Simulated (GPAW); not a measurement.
## ZnS: dielectric tensor with PBE

**Measured values to compare with.**

A printed reference work, monograph reports, for a bulk crystal of ZnS: high-frequency dielectric constant 5.14.

Crystal: ZnS.

```
CELL_PARAMETERS angstrom
0.00000 2.68387 2.68387
2.68387 0.00000 2.68387
2.68387 2.68387 0.00000
ATOMIC_POSITIONS crystal
Zn 0.75000 0.75000 0.75000
S 0.00000 0.00000 0.00000
```

| Item | Value |
| --- | --- |
| Program | GPAW 26.7.0 |
| Task | dielectric tensor |
| Functional | PBE |
| Potentials or basis | GPAW PAW data sets (gpaw-data 1.2.1) |
| Cutoff | 450 eV |
| Basis | pw |
| k mesh | 7 × 7 × 7 |
| Occupations | fermi-dirac, width 0.001 eV |
| Spin | no spin polarisation |
| Response ecut | 80 eV |
| Maxiter | 150 |
| Response k mesh | 21 × 21 × 21 |
| Response bands | 29 |
| Kernels | ["RPA"] |
| Coarser k mesh | 21 × 21 × 21 |

The band gap on the k mesh is 2.19 eV, direct and the electronic dielectric tensor (diagonal) is 5.56.

Electronic dielectric tensor:
```
5.56 0.00 0.00
0.00 5.56 0.00
0.00 0.00 5.56
```

Run time: 2.8 min on 1 thread of Arm Neoverse V1 (shared host), peak memory 0.47 GiB.

The gap isn't set beside the measured one, since this odd mesh misses points on the zone boundary. Against the measured high-frequency dielectric constant of ZnS, 5.14 (a printed reference work, monograph), the calculated 5.56 is off by +8.2 %.

Caveat: the long-wavelength limit can be off by several per cent where d states take part; an odd mesh through Γ misses points on the zone boundary, where band edges often lie.
